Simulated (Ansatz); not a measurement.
**Structural energy differences of cobalt**

All numbers below come from Ansatz 0.2.0, DFT, BLYP, plane waves (420 eV) with PAW, scalar-relativistic. (PAW data from PBE, frozen cores regenerated.)

Each structure is relaxed within its own symmetry, so a high-lying one may be dynamically unstable.

```tsv
structure	ΔE (meV/atom)	V (Å³/atom)	cell	magnetic state
hcp	0	11.34	a = 2.533 Å, c = 4.083 Å (c/a = 1.612)	ferromagnetic, net 1.61 μB per atom
dhcp	3	11.39	a = 2.534 Å, c = 8.194 Å (c/a = 3.234)	ferromagnetic, net 1.64 μB per atom
fcc	14	11.41	a = 3.574 Å	ferromagnetic, net 1.65 μB per atom
omega (AlB2-type)	67	11.56	a = 4.019 Å, c = 2.480 Å (c/a = 0.617)	ferromagnetic, net 1.66 μB per atom
bcc	85	11.62	a = 2.854 Å	ferromagnetic, net 1.75 μB per atom
A15	85	11.64	a = 4.533 Å	ferromagnetic, net 1.69 μB per atom
simple cubic	606	13.44	a = 2.377 Å	ferromagnetic, net 1.87 μB per atom
diamond	933	17.14	a = 5.156 Å	ferromagnetic, net 1.72 μB per atom
```

ΔE counts from hcp.

Differences under about 8 meV lie within the error of the k-point mesh.
